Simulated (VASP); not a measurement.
# Na (I4/mmm) in VASP: further runs

One crystal, Na, is run at these levels: PBE; tasks: single point.

All numbers are computed with VASP 6.6.1; they aren't measurements. Logs are shortened: lines on timing, memory, paths and dates and some standing lists are left out, and cuts for length are marked.

### 1 Starting point

It takes space group I4/mmm (No. 139, tetragonal). Conventional cell: a = 3.777 Å, b = 3.777 Å, c = 5.275 Å, α = 90.00°, β = 90.00°, γ = 90.00°. Around Na (site symmetry 4/mmm) lie 12 Na at 3.75 to 3.78 Å.

This isn't the form of Na at room conditions, which is bcc.

### 2 Single point, PBE

The input, INCAR:

```
PREC = Accurate
ENCUT = 340
EDIFF = 1E-6
ISMEAR = 1
SIGMA = 0.1
LREAL = F
LASPH = T
NELM = 100
ALGO = Normal
ISIF = 2
LWAVE = F
LCHARG = F
GGA = PE
NBANDS = 10
ADDGRID = F
```

The input, KPOINTS:

```
Automatic mesh
0
Gamma
  2 2 2
```

The input, POSCAR:

```
Na
1.0
   -1.8882910800      1.8882910800      2.6372766800
    1.8882910800     -1.8882910800      2.6372766800
    1.8882910800      1.8882910800     -2.6372766800
Na
1
Direct
    0.0000000000      0.0000000000      0.0000000000
```

Potentials or basis: VASP PAW PBE potentials, release 64 (Na_pv).

Launch:

```
cat potpaw_PBE.64/Na_pv/POTCAR > POTCAR
mpirun -np 1 vasp_std > vasp.out
```

OUTCAR:

```text
PREC = Accurate
   ENCUT = 340
   EDIFF = 1E-6
   ISMEAR = 1
   LREAL = F
   LASPH = T
   NELM = 100
   ISIF = 2
   GGA = PE

 Found      4 irreducible k-points:

 Following reciprocal coordinates:
            Coordinates               Weight
  0.000000  0.000000  0.000000      1.000000
  0.500000 -0.000000  0.000000      4.000000
  0.500000  0.500000  0.000000      2.000000
  0.500000  0.500000  0.500000      1.000000
   k-points           NKPTS =      4   k-points in BZ     NKDIM =      4   number of bands    NBANDS=     10
   number of dos      NEDOS =    301   number of ions     NIONS =      1
   total plane-waves  NPLWV =  13824
   dimension x,y,z NGX =    24 NGY =   24 NGZ =   24
   dimension x,y,z NGXF=    48 NGYF=   48 NGZF=   48
   ions per type =               1
   NGX,Y,Z   is equivalent  to a cutoff of  10.63, 10.63, 10.63 a.u.
   NGXF,Y,Z  is equivalent  to a cutoff of  21.26, 21.26, 21.26 a.u.
 SYSTEM =  unknown system
   PREC   = accura    normal or accurate (medium, high low for compatibility)
   ISTART =      0    job   : 0-new  1-cont  2-samecut
   ICHARG =      2    charge: 1-file 2-atom 10-const
   ISPIN  =      1    spin polarized calculation?
   LNONCOLLINEAR =      F non collinear calculations
   LSORBIT =      F    spin-orbit coupling
   LASPH  =      T    aspherical Exc in radial PAW
   ENCUT  =  340.0 eV  24.99 Ry    5.00 a.u.   5.64  5.64  5.64*2*pi/ulx,y,z
   NELM   =    100;   NELMIN=  2; NELMDL= -5     # of ELM steps
   EDIFF  = 0.1E-05   stopping-criterion for ELM
   LREAL  =      F    real-space projection
   EDIFFG = 0.1E-04   stopping-criterion for IOM
   NSW    =      0    number of steps for IOM
   IBRION =     -1    ionic relax: 0-MD 1-quasi-New 2-CG
   NFREE  =      0    steps in history (QN), initial steepest desc. (CG)
   ISIF   =      2    stress and relaxation
   ISYM   =      2    0-nonsym 1-usesym 2-fastsym
   POTIM  = 0.5000    time-step for ionic-motion
   TEBEG  =    0.0;   TEEND  =   0.0 temperature during run
   PSTRESS=    0.0 pullay stress
   NELECT =       7.0000    total number of electrons
   NUPDOWN=      -1.0000    fix difference up-down
   EMIN   =  10.00;   EMAX   =-10.00  energy-range for DOS
   EFERMI =   0.00;   METHOD = LEGACY
   ISMEAR =     1;   SIGMA  =   0.10  broadening in eV -4-tet -1-fermi 0-gaus
   EFERMI_NEDOS =   21; number of points for ismear=-14 and -15
   IALGO  =     38    algorithm
   IMIX   =      4    mixing-type and parameters
     AMIX     =   0.40;   BMIX     =  1.00
     AMIX_MAG =   1.60;   BMIX_MAG =  1.00
  volume/ion in A,a.u.               =      37.61       253.83
  Fermi-wavevector in a.u.,A,eV,Ry     =   0.934666  1.766262 11.886050  0.873600
  Thomas-Fermi vector in A             =   2.061494
   LORBIT       =      0    0 simple, 1 ext, 2 COOP (PROOUT), +10 PAW based schemes
   GGA     = PE    functional components
   LHFCALC =     F    Hartree Fock is set to
   AEXX    =    0.0000 exact exchange contribution
   IVDW    =     0    specifies the selected vdW correction
   LEPSILON=     F    determine dielectric tensor
   LRPA    =     F    only Hartree local field effects (RPA)
 non-spin polarized calculation
 Methfessel and Paxton  Order N= 1 SIGMA  =   0.10
  energy-cutoff  :      340.00
  volume of cell :       37.61
 maximum number of plane-waves:       544
 NGX is ok and might be reduce to    24
   NGX = 11   NGY = 11   NGZ = 11

 number of electron       6.9999996 magnetization

 Free energy of the ion-electron system (eV)
  ---------------------------------------------------
  ext. energy  EPLUGINS =         0.00000000
  ---------------------------------------------------
  free energy    TOTEN  =        -0.44586816 eV

  energy without entropy =       -0.43555302  energy(sigma->0) =       -0.44242978

 E-fermi :   0.8426     XC(G=0):  -6.4926

 val. band max:        0.8114935267   @ k =   0.5000  -0.0000   0.0000
 cond. band min:       1.2234631604   @ k =   0.5000  -0.0000   0.0000
 fundamental gap:      0.4119696337
 Fermi energy:         0.8426478947

 k-point     1 :       0.0000    0.0000    0.0000
  band No.  band energies     occupation
      1     -24.7340      2.00000
      2     -24.7340      2.00000
      3     -24.7327      2.00000
      4      -2.9824      2.00000
      5      11.2784      0.00000
      6      11.2785      0.00000
      7      11.3217      0.00000
      8      12.4001      0.00000
      9      12.7812      0.00000
     10      12.7827      0.00000

 k-point     2 :       0.5000   -0.0000    0.0000
  band No.  band energies     occupation
      1     -24.7666      2.00000
      2     -24.7390      2.00000
      3     -24.7376      2.00000
      4       0.8115      1.50000
      5       1.2235     -0.00000
      6      10.2266      0.00000
      7      10.3920      0.00000
      8      11.2566      0.00000
      9      11.2750      0.00000
     10      11.5338      0.00000

 k-point     3 :       0.5000    0.5000    0.0000
  band No.  band energies     occupation
      1     -24.7649      2.00000
      2     -24.7454      2.00000
      3     -24.7452      2.00000
      4       1.9955     -0.00000
      5       2.4953     -0.00000
      6       6.5585      0.00000
      7       7.3788      0.00000
      8       7.3890      0.00000
      9       9.2488      0.00000
     10      20.0179      0.00000

 k-point     4 :       0.5000    0.5000    0.5000
  band No.  band energies     occupation
      1     -24.7639      2.00000
      2     -24.7466      2.00000
      3     -24.7466      2.00000
      4       2.1220     -0.00000
      5       2.6181     -0.00000
      6       6.4495      0.00000
      7       7.2486      0.00000
      8       7.2487      0.00000
      9       9.1378      0.00000
     10      19.9456      0.00000

------------------------ aborting loop because EDIFF is reached ----------------------------------------

  FORCE on cell =-STRESS in cart. coord.  units (eV):
  Direction    XX          YY          ZZ          XY          YZ          ZX
  --------------------------------------------------------------------------------------
  -------------------------------------------------------------------------------------
  Total        0.2497377      0.2497377      0.2937486      0.0000000     -0.0000000      0.0000000
  in kB       10.6375384     10.6375384     12.5121773      0.0000000     -0.0000000      0.0000000
  external PRESSURE =      11.2624180 kB  Pullay stress =       0.0000000 kB

 VOLUME and BASIS-vectors are now :
 -----------------------------------------------------------------------------
  energy-cutoff  :      340.00
  volume of cell :       37.61
      direct lattice vectors                 reciprocal lattice vectors
    -1.888291080  1.888291080  2.637276680     0.000000000  0.264789685  0.189589512
     1.888291080 -1.888291080  2.637276680     0.264789685  0.000000000  0.189589512
     1.888291080  1.888291080 -2.637276680     0.264789685  0.264789685  0.000000000

 POSITION                                       TOTAL-FORCE (eV/Angst)
 -----------------------------------------------------------------------------------
      0.00000      0.00000      0.00000         0.000000      0.000000      0.000000
 -----------------------------------------------------------------------------------
    total drift:                               -0.000000     -0.000000      0.000000

  FREE ENERGIE OF THE ION-ELECTRON SYSTEM (eV)
  ---------------------------------------------------
  free  energy   TOTEN  =        -0.4458681612 eV

  energy  without entropy=       -0.4355530178  energy(sigma->0) =       -0.44242978
```

OSZICAR:

```text
N       E                     dE             d eps       ncg     rms          rms(c)
DAV:   1     0.208962606710E+02    0.20896E+02   -0.32915E+03    80   0.391E+02
DAV:   2    -0.713998760909E-01   -0.20968E+02   -0.20874E+02    80   0.114E+02
DAV:   3    -0.440291813144E+00   -0.36889E+00   -0.36882E+00   128   0.171E+01
DAV:   4    -0.441408337420E+00   -0.11165E-02   -0.11165E-02    90   0.670E-01
DAV:   5    -0.441422807224E+00   -0.14470E-04   -0.14469E-04    90   0.753E-02    0.471E-01
DAV:   6    -0.444802514674E+00   -0.33797E-02   -0.68158E-04    92   0.229E-01    0.318E-01
DAV:   7    -0.445942344658E+00   -0.11398E-02   -0.19007E-03    88   0.411E-01    0.233E-02
DAV:   8    -0.445888652010E+00    0.53693E-04   -0.19098E-05    86   0.620E-02    0.917E-03
DAV:   9    -0.445861099429E+00    0.27553E-04   -0.18657E-06   108   0.146E-02    0.300E-03
DAV:  10    -0.445868235356E+00   -0.71359E-05   -0.84589E-07    64   0.154E-02    0.594E-04
DAV:  11    -0.445868161163E+00    0.74194E-07   -0.21667E-08    58   0.151E-03
   1 F= -.44586816E+00 E0= -.44242978E+00  d E =-.103151E-01
```

stdout:

```text
POSCAR found type information on POSCAR Na
 POSCAR found :  1 types and       1 ions
 scaLAPACK will be used
 LDA part: xc-table for (Slater+PW92), standard interpolation
 POSCAR, INCAR and KPOINTS ok, starting setup
 FFT: planning ... GRIDC
 FFT: planning ... GRID_SOFT
 FFT: planning ... GRID
 WAVECAR not read
 entering main loop
```

Wall time 1.1 s (1 thread of AMD EPYC 9R45 (Zen 5), shared host); peak memory 0.09 GiB.

The run converged, but some of its settings lie outside the range that counts as converged, so its numbers aren't taken as properties of the crystal.

Results:

| Quantity | Value |
| --- | --- |
| Free energy | -0.4459 eV |
| Pressure | 1.1 GPa |
| Band gap on the k mesh | none (metal or under the smearing width) |

Caveat: the k mesh is coarse (spacing up to 1.18 Å⁻¹), so the values aren't converged.

### 3 Single point, PBE

Changes to INCAR since step 2:

```diff
@@ -1,3 +1,3 @@
 PREC = Accurate
-ENCUT = 340
+ENCUT = 460
 EDIFF = 1E-6
```

KPOINTS is that of step 2.

POSCAR is that of step 2.

Potentials or basis: VASP PAW PBE potentials, release 64 (Na_pv).

Launch:

```
cat potpaw_PBE.64/Na_pv/POTCAR > POTCAR
mpirun -np 1 vasp_std > vasp.out
```

OUTCAR:

```text
PREC = Accurate
   ENCUT = 460
   EDIFF = 1E-6
   ISMEAR = 1
   LREAL = F
   LASPH = T
   NELM = 100
   ISIF = 2
   GGA = PE

 Found      4 irreducible k-points:

 Following reciprocal coordinates:
            Coordinates               Weight
  0.000000  0.000000  0.000000      1.000000
  0.500000 -0.000000  0.000000      4.000000
  0.500000  0.500000  0.000000      2.000000
  0.500000  0.500000  0.500000      1.000000
   k-points           NKPTS =      4   k-points in BZ     NKDIM =      4   number of bands    NBANDS=     10
[... 126 lines left out ...]
------------------------ aborting loop because EDIFF is reached ----------------------------------------

  FORCE on cell =-STRESS in cart. coord.  units (eV):
  Direction    XX          YY          ZZ          XY          YZ          ZX
  --------------------------------------------------------------------------------------
  -------------------------------------------------------------------------------------
  Total        0.2447365      0.2447365      0.2908846      0.0000000      0.0000000      0.0000000
  in kB       10.4245146     10.4245146     12.3901824      0.0000000      0.0000000      0.0000000
  external PRESSURE =      11.0797372 kB  Pullay stress =       0.0000000 kB

 VOLUME and BASIS-vectors are now :
 -----------------------------------------------------------------------------
  energy-cutoff  :      460.00
  volume of cell :       37.61
      direct lattice vectors                 reciprocal lattice vectors
    -1.888291080  1.888291080  2.637276680     0.000000000  0.264789685  0.189589512
     1.888291080 -1.888291080  2.637276680     0.264789685  0.000000000  0.189589512
     1.888291080  1.888291080 -2.637276680     0.264789685  0.264789685  0.000000000

 POSITION                                       TOTAL-FORCE (eV/Angst)
 -----------------------------------------------------------------------------------
      0.00000      0.00000      0.00000         0.000000      0.000000      0.000000
 -----------------------------------------------------------------------------------
    total drift:                                0.000000     -0.000000      0.000000

  FREE ENERGIE OF THE ION-ELECTRON SYSTEM (eV)
  ---------------------------------------------------
  free  energy   TOTEN  =        -0.4452348144 eV

  energy  without entropy=       -0.4349196606  energy(sigma->0) =       -0.44179643
```

OSZICAR:

```text
N       E                     dE             d eps       ncg     rms          rms(c)
DAV:   1     0.278024056265E+02    0.27802E+02   -0.34673E+03    80   0.514E+02
DAV:   2     0.489687395933E-01   -0.27753E+02   -0.27630E+02    82   0.149E+02
DAV:   3    -0.437214601721E+00   -0.48618E+00   -0.48587E+00   104   0.229E+01
DAV:   4    -0.440911351184E+00   -0.36967E-02   -0.36966E-02    98   0.182E+00
DAV:   5    -0.440935658180E+00   -0.24307E-04   -0.24306E-04   100   0.129E-01    0.460E-01
DAV:   6    -0.444296765126E+00   -0.33611E-02   -0.75604E-04    88   0.253E-01    0.312E-01
DAV:   7    -0.445265461767E+00   -0.96870E-03   -0.20552E-03    88   0.437E-01    0.205E-02
DAV:   8    -0.445241347374E+00    0.24114E-04   -0.32099E-05    92   0.881E-02    0.876E-03
DAV:   9    -0.445233959872E+00    0.73875E-05   -0.21747E-06   108   0.183E-02    0.298E-03
DAV:  10    -0.445234814388E+00   -0.85452E-06   -0.10477E-06    56   0.177E-02
   1 F= -.44523481E+00 E0= -.44179643E+00  d E =-.103152E-01
```

stdout:

```text
POSCAR found type information on POSCAR Na
 POSCAR found :  1 types and       1 ions
 scaLAPACK will be used
 LDA part: xc-table for (Slater+PW92), standard interpolation
 POSCAR, INCAR and KPOINTS ok, starting setup
 FFT: planning ... GRIDC
 FFT: planning ... GRID_SOFT
 FFT: planning ... GRID
 WAVECAR not read
 entering main loop
```

Run time: 1.4 s. Hardware: 1 thread of AMD EPYC 9R45 (Zen 5), shared host; peak memory 0.11 GiB.

These settings aren't checked as converged: the numbers below hold their error.

Results:

* Free energy: -0.4452 eV
* Pressure: 1.1 GPa
* Band gap on the k mesh: none (metal or under the smearing width)

Caveat: the k mesh is coarse (spacing up to 1.18 Å⁻¹), so the values aren't converged.

### 4 Single point, PBE

Changes to INCAR since step 3:

```diff
@@ -1,3 +1,3 @@
 PREC = Accurate
-ENCUT = 460
+ENCUT = 520
 EDIFF = 1E-6
```

KPOINTS is that of step 3.

POSCAR is that of step 3.

Launch:

```
cat potpaw_PBE.64/Na_pv/POTCAR > POTCAR
mpirun -np 1 vasp_std > vasp.out
```

Run time: 1.4 s. Hardware: 1 thread of AMD EPYC 9R45 (Zen 5), shared host; peak memory 0.11 GiB.

The run converged, but some of its settings lie outside the range that counts as converged, so its numbers aren't taken as properties of the crystal.

What came out:

```
Free energy            : -0.4453 eV
Pressure               : 1.2 GPa
Band gap on the k mesh : none (metal or under the smearing width)
```

Caveat: the k mesh is coarse (spacing up to 1.18 Å⁻¹), so the values aren't converged.

### 5 Single point, PBE

Changes to INCAR since step 4:

```diff
@@ -1,3 +1,3 @@
 PREC = Accurate
-ENCUT = 520
+ENCUT = 650
 EDIFF = 1E-6
```

KPOINTS is that of step 4.

POSCAR is that of step 4.

Launch:

```
cat potpaw_PBE.64/Na_pv/POTCAR > POTCAR
mpirun -np 1 vasp_std > vasp.out
```

Run time: 1.7 s. Hardware: 1 thread of AMD EPYC 9R45 (Zen 5), shared host; peak memory 0.13 GiB.

These settings aren't checked as converged: the numbers below hold their error.

Results:

| Quantity | Value |
| --- | --- |
| Free energy | -0.4453 eV |
| Pressure | 1.2 GPa |
| Band gap on the k mesh | none (metal or under the smearing width) |

Caveat: the k mesh is coarse (spacing up to 1.18 Å⁻¹), so the values aren't converged.

### 6 For comparison

An earlier run on the cell as given: functional PBE; potentials or basis VASP PAW PBE potentials, release 64 (Na_pv); cutoff 520 eV; k mesh 10 × 10 × 10; occupations fermi-dirac, width 0.05 eV; no spin polarisation.

- Pressure: -0.1 GPa
- Band gap on the k mesh: none (metal or under the smearing width)
